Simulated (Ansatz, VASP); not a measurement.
## BeS in VASP and in Ansatz

```
S Be
1.0
     0.00000    2.47256    2.47256
     2.47256    0.00000    2.47256
     2.47256    2.47256    0.00000
S Be
1 1
Direct
  0.75000 0.75000 0.75000
  0.00000 0.00000 0.00000
```

Change from the starting cell: volume scaled by 1.06.

Alike in both runs: task single point; functional PBE; k mesh 9 × 9 × 9; occupations fermi-dirac, width 0.05 eV; no spin polarisation.

```csv
,VASP,Ansatz
version,VASP 6.6.1,Ansatz 0.2.0
potentials or method,"VASP PAW PBE potentials, release 64 (S, Be)",Ansatz PAW
plane-wave cutoff (eV),520,420
valence electrons in the cell,8,8
```

|  | VASP | Ansatz | Ansatz less VASP |
| --- | --- | --- | --- |
| gap on the k mesh at the Fermi level (eV) | 3.32 | 3.32 | -0.002 |
| least direct gap on the mesh (eV) | 5.40 | 5.40 | +0.001 |
| pressure (GPa) | -3.6 | -3.6 | -0.01 |

With one functional, cell and mesh, what is left measures potentials, basis and numerics.

Caveats: an odd mesh through Γ misses points on the zone boundary, where band edges often lie (VASP); odd divisions of the mesh miss points on the zone boundary, where band edges often lie, so the gap on the mesh can be too wide (Ansatz).
